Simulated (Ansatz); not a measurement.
**Antifluorite Li2S, cell of 3 atoms**

What do PBEsol, HSE06 and r²SCAN give for the perfect crystal in this cell, and at what cost?

All numbers are computed with Ansatz 0.2.0 (PAW, plane waves).

## Step 1: The system as built

3 atoms (1 S, 2 Li); a = 4.000 Å, b = 4.000 Å, c = 4.000 Å, α = 60.00°, β = 60.00°, γ = 60.00°.

Plan of the steps: (2) PBEsol single point at a 7×7×7 mesh, on 7 threads of Arm Neoverse-V2; (3) HSE06 single point at a 7×7×7 mesh, on 7 threads of Arm Neoverse-V2; (4) r²SCAN single point at a 7×7×7 mesh, on 7 threads of Arm Neoverse-V2.

As a file:

```cif
data_structure
_symmetry_space_group_name_H-M 'P 1'
_symmetry_Int_Tables_number 1
_cell_length_a 4.0001
_cell_length_b 4.0001
_cell_length_c 4.0001
_cell_angle_alpha 60.000
_cell_angle_beta 60.000
_cell_angle_gamma 60.000
_cell_volume 45.26
loop_
_atom_site_label
_atom_site_type_symbol
_atom_site_fract_x
_atom_site_fract_y
_atom_site_fract_z
_atom_site_occupancy
S1 S 0.00000 0.00000 0.00000 1
Li1 Li 0.25000 0.25000 0.25000 1
Li2 Li 0.75000 0.75000 0.75000 1
```

## Step 2: Single point with PBEsol

The input, in.yaml:

```yaml
crystal:
  lattice:
    - [0.000000, 2.828477, 2.828477]
    - [2.828477, 0.000000, 2.828477]
    - [2.828477, 2.828477, 0.000000]
  atoms:
    - { symbol: S, position: [0.000000, 0.000000, 0.000000] }
    - { symbol: Li, position: [0.250000, 0.250000, 0.250000] }
    - { symbol: Li, position: [0.750000, 0.750000, 0.750000] }
kpoints:
  mp_grid: { grid: [7, 7, 7] }
  band_path: { path: [VBM, CBM], npoints: 2 }
hamiltonian:
  xc: pbesol
scf:
  occupations: { method: fermi_dirac, width: 0.01 }
output:
  forces: true
  eigenvalues: true
  stress: true
  populations: true
```

On the command line:

```bash
ansatz run in.yaml --threads 7 --pin off --max-ram 13300MiB --runs-dir r --events-out ev --progress --plain
```

## Step 3: HSE06 on the same atoms

Edit in.yaml of step 2 so:

```diff
@@ -13,3 +13,3 @@
 hamiltonian:
-  xc: pbesol
+  xc: hse06
 scf:
@@ -19,3 +19,2 @@
   eigenvalues: true
-  stress: true
   populations: true
```

## Step 4: Single point with r²SCAN

Edit in.yaml of step 3 so:

```diff
@@ -13,3 +13,3 @@
 hamiltonian:
-  xc: hse06
+  xc: r2scan
 scf:
```

Before running it: what results should come out? Wanted: for each run, top filled to lowest empty; gap over the zone; energy; pressure.

The runs gave:

```
 level                     time  top filled to lowest empty (eV)  gap over the zone (eV)  energy (eV/atom)  pressure (GPa)
PBEsol    0.8 s (7 CPU threads)                             3.36                    3.20         -431.6538           -0.04
 HSE06  2.6 min (7 CPU threads)                             4.48                    4.32         -438.7902               -
r²SCAN      1 s (7 CPU threads)                             4.02                    3.86         -440.2047               -
```

At the same k points, PBEsol gives a spacing 1.13 eV smaller and r²SCAN gives a spacing 0.46 eV smaller than the 4.48 eV of HSE06.
